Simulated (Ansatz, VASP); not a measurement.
# PbSe (Clausthalite): VASP beside Ansatz

Contents of INCAR:

```
SYSTEM = PbSe
PREC = Accurate
ENCUT = 520
EDIFF = 1E-6
ISMEAR = -1
SIGMA = 0.05
LREAL = .FALSE.
LASPH = .TRUE.
NELM = 80
ALGO = Normal
ISIF = 2
LWAVE = .FALSE.
LCHARG = .TRUE.
GGA = RE
LELF = .TRUE.
LVHAR = .TRUE.
NBANDS = 17
```

Contents of KPOINTS:

```
regular mesh
0
G
  8 8 8
  0 0 0
```

The input POSCAR:

```
PbSe
1.0
    0.0000000000      3.0606500000      3.0606500000
    3.0606500000      0.0000000000      3.0606500000
    3.0606500000      3.0606500000      0.0000000000
Pb Se
1 1
Direct
    0.0000000000      0.0000000000      0.0000000000
    0.5000000000      0.5000000000      0.5000000000
```

input.yaml

```yaml
crystal:
  lattice:
    - [0.0, 3.06065, 3.06065]
    - [3.06065, 0.0, 3.06065]
    - [3.06065, 3.06065, 0.0]
  atoms:
    - { symbol: Pb, position: [0.0, 0.0, 0.0] }
    - { symbol: Se, position: [0.5, 0.5, 0.5] }
kpoints:
  mp_grid: { grid: [8, 8, 8] }
  band_path:
    path:
      - [0.0, 0.0, 0.0]
      - [0.5, 0.0, 0.5]
      - [0.5, 0.25, 0.75]
      - [0.375, 0.375, 0.75]
      - [0.0, 0.0, 0.0]
      - [0.5, 0.5, 0.5]
      - [0.625, 0.25, 0.625]
      - [0.5, 0.25, 0.75]
    npoints: 8
scf:
  occupations: { method: fermi_dirac, width: 0.05 }
hamiltonian:
  xc: revpbe
  pseudopotentials: { kind: all_electron, lapw: { basis_error: 0.001 } }
output:
  forces: true
  stress: true
  eigenvalues: true
```

Alike in both runs: functional revPBE; k mesh 8 × 8 × 8; occupations fermi-dirac, width 0.05 eV; no spin polarisation.

|  | VASP | Ansatz |
| --- | --- | --- |
| version | VASP 6.6.1 | Ansatz 0.2.0 |
| potentials or method | VASP PAW PBE potentials, release 64 (Pb_d, Se) | all-electron LAPW, scalar-relativistic |
| plane-wave cutoff (eV) | 520 | see its input |
| task | single point | band structure |

```csv
,VASP,Ansatz,Ansatz less VASP
gap on the k mesh at the Fermi level (eV),0.35,0.35,-0.007
least direct gap on the mesh (eV),0.35,0.35,-0.007
pressure (GPa),3.7,3.7,+0.03
```

Ansatz ran all-electron here, so the differences hold the error of VASP's frozen core and of both bases.

Caveats: spin-orbit coupling is left out, which as a rule narrows the gap of such compounds by several tenths of an eV; the PAW data sets were made with another functional, which shifts forces and pressure a little (VASP).
